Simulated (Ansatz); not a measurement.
# N: elastic constants

How stiff is the crystal, and how unevenly? Runs: cell and atoms relaxed (PAW); reference run (PAW and LAPW).

Method: DFT PBEsol, frozen-core PAW and all-electron LAPW, scalar-relativistic unless said, in Ansatz 0.2.0.

1 further run of the same task is left out (set aside as unsound or not needed). Runs told in other sessions of the task aren't counted.

### 1 Starting point

It takes space group P6_3/mmc (No. 194, hexagonal). The conventional cell has a = 4.167 Å, b = 4.167 Å, c = 7.006 Å, α = 90.00°, β = 90.00°, γ = 120.00°. Around N (site symmetry 3m) lie 1 N at 1.11 Å.

As a file:

```cif
data_structure
_symmetry_space_group_name_H-M 'P6_3/mmc'
_symmetry_Int_Tables_number 194
_cell_length_a 4.1672
_cell_length_b 4.1672
_cell_length_c 7.0060
_cell_angle_alpha 90.000
_cell_angle_beta 90.000
_cell_angle_gamma 120.000
_cell_volume 105.37
loop_
_atom_site_label
_atom_site_type_symbol
_atom_site_symmetry_multiplicity
_atom_site_Wyckoff_symbol
_atom_site_fract_x
_atom_site_fract_y
_atom_site_fract_z
_atom_site_occupancy
N1 N 4 f 0.33333 0.66667 0.32893 1
```

Cartesian axes are those of the input's lattice vectors. The structure goes back to a database entry.

### 2 Cell and atoms relaxed, PAW

The input, input.yaml:

```yaml
crystal:
  lattice:
    - [4.16723281062, 0.0, 0.0]
    - [-2.08361640531, 3.60892947748, 0.0]
    - [0.0, 0.0, 7.00600351]
  atoms:
    - { symbol: "N", position: [0.333333333333, 0.666666666667, 0.32893004] }
    - { symbol: "N", position: [0.333333333333, 0.666666666667, 0.17106996] }
    - { symbol: "N", position: [0.666666666667, 0.333333333333, 0.82893004] }
    - { symbol: "N", position: [0.666666666667, 0.333333333333, 0.67106996] }
kpoints:
  mp_grid: { grid: [8, 8, 4] }
scf:
  occupations: { method: fermi_dirac, width: 0.1 }
hamiltonian:
  xc: pbesol
  pseudopotentials: { kind: paw }
relax:
  f_tol: 0.002
  max_steps: 80
  cell: {}
output:
  forces: true
  stress: true
```

Launch:

```console
ansatz run input.yaml --threads 2 --pin off --max-ram 5120MiB --backend cpu --events-out ev --progress --plain --runs-dir out
```

### 4 Reference run, PAW

The input, input.yaml:

```yaml
crystal:
  lattice:
    - [4.42675016059, 0.0, 0.0]
    - [-2.2133750803, 3.83367809528, 0.0]
    - [0.0, 0.0, 7.45808180628]
  atoms:
    - { symbol: "N", position: [0.333333333333, 0.666666666667, 0.323748371704] }
    - { symbol: "N", position: [0.333333333333, 0.666666666667, 0.176251628296] }
    - { symbol: "N", position: [0.666666666667, 0.333333333333, 0.823748371704] }
    - { symbol: "N", position: [0.666666666667, 0.333333333333, 0.676251628296] }
kpoints:
  mp_grid: { grid: [6, 6, 4] }
scf:
  occupations: { method: fixed }
hamiltonian:
  xc: pbesol
  pseudopotentials: { kind: paw }
elastic:
  mode: relaxed_ion
  stencil: two_point
  amplitude: 0.008
```

### 5 Reference run, LAPW

input.yaml: that of step 4 with these lines changed.

```diff
@@ -16,3 +16,3 @@
   xc: pbesol
-  pseudopotentials: { kind: paw }
+  pseudopotentials: { kind: all_electron, lapw: { basis_error: 0.001 } }
 elastic:
```

(Steps that only read results are left out.)

**Question.** What will these runs give? Wanted: C11; C12; C13; C33; C44.

**Answer**, as computed:

| quantity | value |
| --- | --- |
| C11 (PAW) | 0 GPa |
| C12 (PAW) | 1 GPa |
| C13 (PAW) | 0 GPa |
| C33 (PAW) | 1 GPa |
| C44 (PAW) | 0 GPa |

**Reading.** The tensor has a negative eigenvalue (-0.2 GPa): the crystal is mechanically unstable at this level. Cautions: frozen-core PAW files fitted under PBE, their cores solved anew for the functional of the run; no dispersion correction, so the spacing and stiffness between layers or molecules are uncertain.
